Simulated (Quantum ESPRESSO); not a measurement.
## MgSe: equation of state with r2SCAN

MgSe:

```
Se Mg
1.0
     0.00000    2.72550    2.72550
     2.72550    0.00000    2.72550
     2.72550    2.72550    0.00000
Se Mg
1 1
Direct
  0.50000 0.50000 0.50000
  0.00000 0.00000 0.00000
```

```json
{"Program": "Quantum ESPRESSO 7.5", "Task": "equation of state", "Functional": "r2SCAN", "Potentials or basis": "SG15 PBE 1.2", "Cutoff": "952 eV", "Density cutoff": "3810 eV", "k mesh": "6 × 6 × 6", "Occupations": "fermi-dirac, width 0.05 eV", "Spin": "no spin polarisation"}
```

The equilibrium volume is 20.78 Å³/atom. The bulk modulus is 65 GPa and the pressure derivative of the bulk modulus is 4.0.

Energy against volume, from the lowest point:
```csv
volume (Å³/atom),energy (meV/atom)
19.031,34.11
19.436,19.34
19.841,9.05
20.246,2.73
20.651,0.00
21.056,0.59
21.461,4.15
```

All runs of the series together: 8.2 min on 2 threads of AMD EPYC 7R43 64-Core Processor (Zen 3), with other jobs on the host.

Caveat: the potentials were made for another functional, which shifts forces and pressure. Zero-point motion and thermal expansion aren't in these numbers.
